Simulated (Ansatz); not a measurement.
# SnTe: the cost of one run

Computed with Ansatz 0.2.0 (DFT PBE, scalar-relativistic, plane waves, PAW, unless a step's input says otherwise).

### 1 The structure to begin with

Symmetry: Pm-3m, No. 221, cubic system. Conventional cell: a = 3.905 Å, b = 3.905 Å, c = 3.905 Å, α = 90.00°, β = 90.00°, γ = 90.00°. Around Sn (site symmetry m-3m) lie 8 Te at 3.38 Å. Te (site symmetry m-3m) has 8 Sn at 3.38 Å as nearest neighbours.

Structure file:

```cif
data_structure
_symmetry_space_group_name_H-M 'P 1'
_symmetry_Int_Tables_number 1
_cell_length_a 3.9047
_cell_length_b 3.9047
_cell_length_c 3.9047
_cell_angle_alpha 90.000
_cell_angle_beta 90.000
_cell_angle_gamma 90.000
_cell_volume 59.53
loop_
_atom_site_label
_atom_site_type_symbol
_atom_site_fract_x
_atom_site_fract_y
_atom_site_fract_z
_atom_site_occupancy
Sn1 Sn 0.00000 0.00000 0.00000 1
Te1 Te 0.50000 0.50000 0.50000 1
```

The structure comes from the Materials Project (structure only).

### 2 A distortion that keeps the symmetry

What differs from the listed cell: strain xx, yy, zz, yz, xz, xy = +2.3, +2.3, +2.3, +0.0, +0.0, +0.0 %.

File input.yaml:

```yaml
crystal:
  lattice:
    - [3.994156677, 0.0, 0.0]
    - [0.0, 3.994156677, 0.0]
    - [0.0, 0.0, 3.994156677]
  atoms:
    - { symbol: Sn, position: [0.0, 0.0, 0.0] }
    - { symbol: Te, position: [0.5, 0.5, 0.5] }
basis:
  ecutwfc: 420
kpoints:
  mp_grid: { grid: [12, 12, 12] }
hamiltonian:
  xc: pbe
scf:
  occupations: { method: gaussian, width: 0.1 }
output:
  forces: true
  stress: true
  eigenvalues: true
```

On the command line:

```console
ansatz run input.yaml --threads 1 --pin off --max-ram 1331MiB --backend cpu --events-out ev --progress --plain --runs-dir out
```

Q: Estimate wall time and peak memory on 1 thread of an x86-64 CPU, shared host.

About 12 s, with a peak of 0.4 GiB.
